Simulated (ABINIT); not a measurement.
CoO:

```xyz
2
Lattice="0.0000 2.1315 2.1315 2.1315 0.0000 2.1315 2.1315 2.1315 0.0000" Properties=species:S:1:pos:R:3 pbc="T T T"
Co    0.0000    0.0000    0.0000
O     2.1315    2.1315    2.1315
```

Program: ABINIT 10.8.3 (patched build). Alike in all runs: task single point; spin collinear, ferromagnetic start; cell as given; smearing fermi-dirac 0.05 eV; the mesh is coarse, so values aren't converged. Hardware: 1 thread of Arm Neoverse V2, with other jobs on the host.

Task: Order these runs on this cell by their wall time, lowest first.
A. level PBE; potentials or basis JTH PAW PBE v2.0; k mesh 4 × 4 × 4; cutoff (eV) 626; fine-grid cutoff 1224.51 eV
B. level PBE; potentials or basis JTH PAW PBE v2.0; k mesh 7 × 7 × 7; cutoff (eV) 626; fine-grid cutoff 1224.51 eV
C. level LDA; potentials or basis JTH PAW LDA v2.0; k mesh 4 × 4 × 4; cutoff (eV) 626; fine-grid cutoff 1224.51 eV
D. level r2SCAN; potentials or basis JTH PAW PBE v2.0; k mesh 4 × 4 × 4; cutoff (eV) 762; fine-grid cutoff 1360.57 eV

Result: C (6.9 s), A (14 s), B (29 s), D (100 s).

Caveats: all runs use coarse meshes; a cell with one magnetic atom can't hold antiferromagnetic order, which such compounds often take.

Not every run made on this cell is shown here.
